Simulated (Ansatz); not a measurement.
Runs of Ansatz 0.2.0 on Ti2O. It takes space group P-3m1 (No. 164, trigonal). The conventional cell has a = 2.919 Å, b = 2.919 Å, c = 4.713 Å, α = 90.00°, β = 90.00°, γ = 120.00°. Around Ti (site symmetry 3m) lie 3 O at 2.14 Å. O (site symmetry -3m) is surrounded by 6 Ti at 2.14 Å. 

```tsv
task	level	cell	k mesh	points for each segment of the path	mesh quality	gap on the mesh (eV)	pressure (GPa)	relaxed volume (Å³/atom)	largest force (eV/Å)
relaxation of cell and atoms	PBE0	relaxed	6 × 6 × 4	-	coarse	none	0.0	11.90	-
band structure	HSE06	as given	8 × 8 × 4	4	not flagged	none	6.1	-	0.99
relaxation of cell and atoms	HSE06	relaxed	6 × 6 × 4	-	coarse	none	0.0	(b)	-
single point	PBE0	as given	8 × 8 × 4	-	not flagged	none	(a)	-	0.91
```

Alike in all rows: potentials or basis Ansatz PAW; no spin polarisation; cutoff (eV) 420; smearing fermi-dirac 0.05 eV.

Estimate the missing entries.

(a) 6.0; (b) 11.92.

Caveats: some runs use coarse meshes; the PAW data sets come from PBE, with cores solved anew for the run's functional, which leaves a small shift of forces and pressure; the plane-wave basis is chosen anew once the cell has moved, so the energies of steps on either side of that aren't comparable (some runs); the thresholds are loose for stress (some runs).

A gap of «none» marks a metal or a gap under the smearing width.
